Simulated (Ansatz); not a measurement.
# A computed series for TlCl: response to strain

The parent structure is TlCl in the CsCl type structure (space group Pm-3m, No. 221; a = 3.7692 Å). Axes: x, y, z lie along the cube axes.

Strains are applied to the cell and any free atomic positions relax.

All numbers come from PBEsol (Ansatz, an electronic-structure program; PAW; 420 eV plane waves; without spin-orbit coupling).

Notes on the quantities. energy relative to the base: free energy F.

| uniaxial strain ε_zz (%) | energy relative to the base (meV/atom) |
|---|---|
| 0 | 0.0 |
| 0.5 | 0.1 |
| 1 | 0.4 |
| 1.5 | ? |
| 2 | 1.6 |
| 2.5 | 2.4 |
| 3 | 3.5 |

**Question.** Fit ΔE = Aε² + Bε³ (ε in %) to the rows shown and predict the withheld row.

**Answer.** Least squares on the printed values gives A = 0.404 and B = -0.0054 meV/atom (largest residual 0.0 meV/atom); this predicts 0.9 meV/atom, and the run gives 0.9 meV/atom, in agreement.

Stability against distortions was not tested.
